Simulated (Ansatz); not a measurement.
# LiCl (rocksalt): G0W0 against its settings

LiCl built on the rocksalt prototype, relaxed with r2SCAN; one-shot G0W0 in Ansatz without spin-orbit coupling. Calculated for a static, non-magnetic cell.

```xyz
2
Lattice="0.0000 2.5560 2.5560 2.5560 0.0000 2.5560 2.5560 2.5560 0.0000" Properties=species:S:1:pos:R:3 pbc="T T T"
Li    0.0000    0.0000    0.0000
Cl    2.5560    2.5560    2.5560
```

Gaps are read over the mesh points alone. G0W0 values are finite-basis, finite-mesh values.
```
 start       potentials      frequency model   mesh  empty bands  screening cutoff (eV)  Kohn-Sham gap (eV)  G0W0 gap (eV)       rough cost
   PBE              PAW  contour deformation  4×4×4           54                     80                6.38           8.68   3 core-seconds
   PBE              PAW  contour deformation  4×4×4          125                    140                6.38           8.85  10 core-seconds
   PBE              PAW  contour deformation  4×4×4          230                    210                6.38           8.94  30 core-seconds
 HSE06              PAW  contour deformation  4×4×4          125                    140                7.79           9.49  30 core-seconds
   LDA              PAW  contour deformation  4×4×4          125                    140                6.04           8.68   9 core-seconds
r2SCAN              PAW  contour deformation  4×4×4          125                    140                7.29           9.32  13 core-seconds
   PBE              PAW     Godby-Needs pole  4×4×4          125                    140                6.38           8.82  15 core-seconds
   PBE              PAW  contour deformation  6×6×6           54                     80                6.39           8.68  17 core-seconds
   PBE  norm-conserving  contour deformation  4×4×4          125                    140                6.38           8.86  19 core-seconds
```

The quasiparticle gap on this mesh is 8.94 eV (direct at Γ), against 6.38 eV from PBE: +2.56 eV. Renormalisation factors Z lie between 0.79 and 0.85.

Raising bands and cutoff together moves the gap by +0.17 eV (80 to 140 eV), then +0.09 eV (140 to 210 eV); the last step is still large, so the basis limit isn't reached. Starting from HSE06 (7.79 eV against PBE's 6.38 eV) gives 9.49 eV, +0.64 eV from G0W0@PBE at the same screening cutoff. Starting from LDA (6.04 eV against PBE's 6.38 eV) gives 8.68 eV, -0.17 eV from G0W0@PBE at the same screening cutoff. Starting from r2SCAN (7.29 eV against PBE's 6.38 eV) gives 9.32 eV, +0.47 eV from G0W0@PBE at the same screening cutoff. The Godby-Needs plasmon pole differs from contour deformation by -0.03 eV. A 6×6×6 mesh in place of 4×4×4 changes the opening over PBE by 0.00 eV (the gap on the mesh by 0.00 eV). Norm-conserving potentials (wave cutoff 1034 eV against 420 eV) shift the quasiparticle gap by +0.01 eV and the PBE gap by 0.00 eV. r2SCAN runs take a wave cutoff of 500 eV.
